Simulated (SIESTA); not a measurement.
# W in SIESTA: the effect of functional

The system is W.

```xyz
1
Lattice="-1.5823 1.5823 1.5823 1.5823 -1.5823 1.5823 1.5823 1.5823 -1.5823" Properties=species:S:1:pos:R:3 pbc="T T T"
W     0.0000    0.0000    0.0000
```

Alike in all runs:

* Program: SIESTA 5.4.2
* Task: single point
* Basis: DZP (energy shift 0.003 Ry; two zetas on semicore shells)
* Grid cutoff: 800 Ry
* Energy shift: 0.003 Ry
* k mesh: 12 × 12 × 12
* Occupations: fermi-dirac, width 0.05 eV
* Spin: no spin polarisation

**Question.** One run gave: pressure 13.4 GPa. Which functional did it use?
A. revPBE
B. PW91
C. RPBE
D. PBEsol
E. WC

**Answer.** C.

```csv
functional,potentials or basis,pressure (GPa)
LDA,PseudoDojo 0.4 standard (LDA files),-6.1
PBEsol,PseudoDojo 0.4 standard (PBEsol files),0.9
AM05,PseudoDojo 0.4 standard (PBEsol files),-0.4
WC,PseudoDojo 0.4 standard (PBEsol files),2.0
PW91,PseudoDojo 0.4 standard (PBE files),9.8
revPBE,PseudoDojo 0.4 standard (PBE files),12.5
RPBE,PseudoDojo 0.4 standard (PBE files),13.4
BLYP,PseudoDojo 0.4 standard (PBE files),19.3
```

Caveats: short orbitals over semicore shells can move pressures by several GPa; the basis of atomic orbitals isn't converged, which shifts pressures, moduli and gaps; the potentials were made for another functional, which shifts forces and pressure (some runs).

Runs at the PBE level aren't shown here.
